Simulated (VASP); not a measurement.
C, 2 atoms in the cell. Symmetry: Fd-3m, No. 227, cubic system. The conventional cell has a = 3.567 Å, b = 3.567 Å, c = 3.567 Å, α = 90.00°, β = 90.00°, γ = 90.00°. C (site symmetry -43m) has 4 C at 1.54 Å as nearest neighbours. This isn't the form of C at room conditions, which is graphite.

```yaml
Program: VASP 6.6.1
Task: relaxation of cell and atoms
Functional: PBE
Dispersion: rVV10
Potentials_or_basis: VASP PAW PBE potentials, release 64 (C)
Cutoff: 600 eV
k_mesh: 13 × 13 × 13
Occupations: fermi-dirac, width 0.05 eV
Spin: no spin polarisation
Further_INCAR_settings: ALGO = Normal; EDIFF = 1e-06; IBRION = 2; EDIFFG = -0.005; NSW = 60; ISIF = 3
```

Potentials or basis: VASP PAW PBE potentials, release 64 (C).

Run with:

```console
$ cat potpaw_PBE.64/C/POTCAR > POTCAR
$ mpirun -np 1 vasp_std > vasp.out
```

Hardware: 1 thread of Intel(R) Xeon(R) Platinum 8488C (Sapphire Rapids), with other jobs on the host.

Problem. Estimate the wall time of this run.

Solution. It took 32 s on 1 thread of Intel(R) Xeon(R) Platinum 8488C (Sapphire Rapids) (shared host), peak memory 0.17 GiB. Counts: scf iterations 19, k points 84, ion steps 3.
